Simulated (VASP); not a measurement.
A run of VASP 6.6.1 is set up as follows.

File INCAR:

```
PREC = Accurate
ENCUT = 520
EDIFF = 1E-7
ISMEAR = -1
SIGMA = 0.05
LREAL = False
LASPH = True
NELM = 60
ALGO = Normal
ISIF = 2
LWAVE = False
LCHARG = False
METAGGA = R2SCAN
LMIXTAU = True
NBANDS = 17
```

Contents of KPOINTS:

```
Automatic mesh
0
Gamma
  8 8 8
```

File POSCAR:

```
PbSe
1.0
    0.0000000000      3.0606500000      3.0606500000
    3.0606500000      0.0000000000      3.0606500000
    3.0606500000      3.0606500000      0.0000000000
Pb Se
1 1
Direct
    0.0000000000      0.0000000000      0.0000000000
    0.5000000000      0.5000000000      0.5000000000
```

Contents of KPOINTS_OPT:

```
path GXWKGLUWLK,UX
20
line-mode
reciprocal
 0.0000000000  0.0000000000  0.0000000000  G
 0.5000000000  0.0000000000  0.5000000000  X

 0.5000000000  0.0000000000  0.5000000000  X
 0.5000000000  0.2500000000  0.7500000000  W

 0.5000000000  0.2500000000  0.7500000000  W
 0.3750000000  0.3750000000  0.7500000000  K

 0.3750000000  0.3750000000  0.7500000000  K
 0.0000000000  0.0000000000  0.0000000000  G

 0.0000000000  0.0000000000  0.0000000000  G
 0.5000000000  0.5000000000  0.5000000000  L

 0.5000000000  0.5000000000  0.5000000000  L
 0.6250000000  0.2500000000  0.6250000000  U

 0.6250000000  0.2500000000  0.6250000000  U
 0.5000000000  0.2500000000  0.7500000000  W

 0.5000000000  0.2500000000  0.7500000000  W
 0.5000000000  0.5000000000  0.5000000000  L

 0.5000000000  0.5000000000  0.5000000000  L
 0.3750000000  0.3750000000  0.7500000000  K

 0.6250000000  0.2500000000  0.6250000000  U
 0.5000000000  0.0000000000  0.5000000000  X
```

Potentials or basis: VASP PAW PBE potentials, release 64 (Pb_d, Se).

Launch:

```sh
$ cat potpaw_PBE.64/Pb_d/POTCAR potpaw_PBE.64/Se/POTCAR > POTCAR
$ mpirun -np 1 vasp_std > vasp.out
```

Question: Predict the band gap along the path.

Answer: 0.58 eV, direct.

Question: Estimate the band gap on the k mesh.

Answer: 0.58 eV, direct.

Question: Predict the pressure.

Answer: 1.5 GPa.

Levels at the corners of the path, in eV from the valence-band top:
```tsv
point	band 7	band 8	band 9	band 10	band 11	band 12	band 13	band 14
Γ	-6.36	-2.03	-2.03	-2.03	5.03	5.03	5.03	6.95
X	-7.56	-5.16	-3.40	-3.40	4.02	5.99	5.99	6.47
X	-7.56	-5.16	-3.40	-3.40	4.02	5.99	5.99	6.47
W	-8.24	-4.40	-4.40	-0.89	2.16	5.30	5.30	8.19
W	-8.24	-4.40	-4.40	-0.89	2.16	5.30	5.30	8.19
K	-8.27	-4.75	-2.88	-2.47	3.69	4.29	5.82	6.23
K	-8.27	-4.75	-2.88	-2.47	3.69	4.29	5.82	6.23
Γ	-6.36	-2.03	-2.03	-2.03	5.03	5.03	5.03	6.95
Γ	-6.36	-2.03	-2.03	-2.03	5.03	5.03	5.03	6.95
L	-9.07	-1.61	-1.61	0.00	0.58	1.91	1.91	9.08
L	-9.07	-1.61	-1.61	0.00	0.58	1.91	1.91	9.08
U	-8.27	-4.75	-2.88	-2.47	3.69	4.29	5.82	6.23
U	-8.27	-4.75	-2.88	-2.47	3.69	4.29	5.82	6.23
W	-8.24	-4.40	-4.40	-0.89	2.16	5.30	5.30	8.19
W	-8.24	-4.40	-4.40	-0.89	2.16	5.30	5.30	8.19
L	-9.07	-1.61	-1.61	0.00	0.58	1.91	1.91	9.08
L	-9.07	-1.61	-1.61	0.00	0.58	1.91	1.91	9.08
K	-8.27	-4.75	-2.88	-2.47	3.69	4.29	5.82	6.23
U	-8.27	-4.75	-2.88	-2.47	3.69	4.29	5.82	6.23
X	-7.56	-5.16	-3.40	-3.40	4.02	5.99	5.99	6.47
```

Caveat: the PAW data sets were made with another functional, which shifts forces and pressure a little; spin-orbit coupling is left out, which as a rule narrows the gap of such compounds by several tenths of an eV.

**Experimental background.**

A printed reference work, monograph reports, for a bulk crystal of PbSe at 300 K: band gap 0.28 eV (direct).

A measured gap of PbSe is 0.28 eV (direct; 300 K; a printed reference work, monograph); the calculated 0.58 eV misses it by +0.30 eV. 2 values of this kind are on record (0.15 to 0.28 eV); this one was drawn at random. Spin-orbit coupling on Pb, Se is left out. The value is that of r2SCAN, without temperature or zero-point motion.
